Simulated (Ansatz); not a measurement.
Take AgBr in the rock salt structure (space group Fm-3m, No. 225; a = 5.841 Å) as the base. Axes: x, y, z lie along the cube axes.

The values are results of PBE/PAW in Ansatz (a first-principles code), no spin-orbit coupling, not measurements.

The change: the cell is scaled by 0.9907 in all directions; the atoms relax in the strained cell.

Task: Predict the stress tensor and what it implies for the stiffness.

Result: Stress of the strained cell less that of the base (GPa, compression positive):
```
   1.17    0.00    0.00
   0.00    1.17    0.00
   0.00    0.00    1.17
```

Then B = −ΔP/(ΔV/V₀) with ΔV/V₀ = -0.0276 gives secant stiffness values (nonlinear terms included at this strain): B ≈ 42 GPa.

Whether these cells are dynamically stable was not tested.
